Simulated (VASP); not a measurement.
**VASP 6.6.1 run: HgSe**

INCAR

```
PREC = Accurate
ISIF = 2
ENCUT = 520
LDAU = .TRUE.
LDAUTYPE = 2
NBANDS = 16
LDAUL = 2 -1
LWAVE = .FALSE.
NELM = 120
SIGMA = 0.02
NSW = 0
EDIFF = 1E-6
LDAUU = 8.0 0
ISMEAR = -1
LASPH = .TRUE.
LREAL = Auto
LCHARG = .FALSE.
LMAXMIX = 4
IBRION = -1
GGA = PE
LDAUJ = 0 0
```

KPOINTS

```
KPOINTS created by Atomic Simulation Environment
0
Gamma
8 8 8
0 0 0
```

POSCAR

```
Hg Se
 1.0000000000000000
     0.0000000000000000    3.1854450500999998    3.1854450500999998
     3.1854450500999998    0.0000000000000000    3.1854450500999998
     3.1854450500999998    3.1854450500999998    0.0000000000000000
 Hg  Se
   1   1
Cartesian
  0.0000000000000000  0.0000000000000000  0.0000000000000000
  1.5927225250499999  1.5927225250499999  1.5927225250499999
```

The recommended PBE PAW datasets give the neutral cell 18 valence electrons.

Command

```
mpirun -np 1 vasp_std
```

Problem. Predict the outcome of this run.

Solution. It converged. Results: gap between bands v and c on the k mesh 0.00 eV; least direct gap on the k mesh 0.00 eV; pressure -3.1 GPa. Band v is the last that the valence electrons fill when counted band by band, and c is the next.

OSZICAR

```
N       E                     dE             d eps       ncg     rms          rms(c)
DAV:   1     0.110809048539E+03    0.11081E+03   -0.86747E+03   944   0.986E+02
DAV:   2     0.125822060983E+01   -0.10955E+03   -0.10556E+03  1136   0.224E+02
DAV:   3    -0.313869793018E+01   -0.43969E+01   -0.43905E+01  1112   0.495E+01
DAV:   4    -0.315940035880E+01   -0.20702E-01   -0.20702E-01  1192   0.370E+00
DAV:   5    -0.315950422228E+01   -0.10386E-03   -0.10386E-03  1136   0.222E-01    0.138E+01
DAV:   6    -0.297405455121E+01    0.18545E+00   -0.60433E-01  1080   0.831E+00    0.866E+00
DAV:   7    -0.304661913497E+01   -0.72565E-01   -0.19268E-01  1032   0.355E+00    0.336E+00
DAV:   8    -0.306066990596E+01   -0.14051E-01   -0.58107E-02  1128   0.237E+00    0.637E-01
DAV:   9    -0.306053429957E+01    0.13561E-03   -0.33051E-03  1008   0.646E-01    0.231E-01
DAV:  10    -0.306054899592E+01   -0.14696E-04   -0.25879E-04  1160   0.177E-01    0.724E-02
DAV:  11    -0.306055666669E+01   -0.76708E-05   -0.62253E-05  1160   0.712E-02    0.911E-03
DAV:  12    -0.306055897989E+01   -0.23132E-05   -0.72359E-06  1192   0.222E-02    0.745E-03
DAV:  13    -0.306056025952E+01   -0.12796E-05   -0.16515E-06  1056   0.815E-03    0.369E-03
DAV:  14    -0.306056039540E+01   -0.13587E-06   -0.21182E-07   984   0.438E-03
   1 F= -.30605604E+01 E0= -.30604682E+01  d E =-.184371E-03
```

For comparison, a separate PBE run of the intended cell, on usual settings and not on those above, gives a gap of 0.00 eV on its mesh and a pressure of -1.8 GPa.
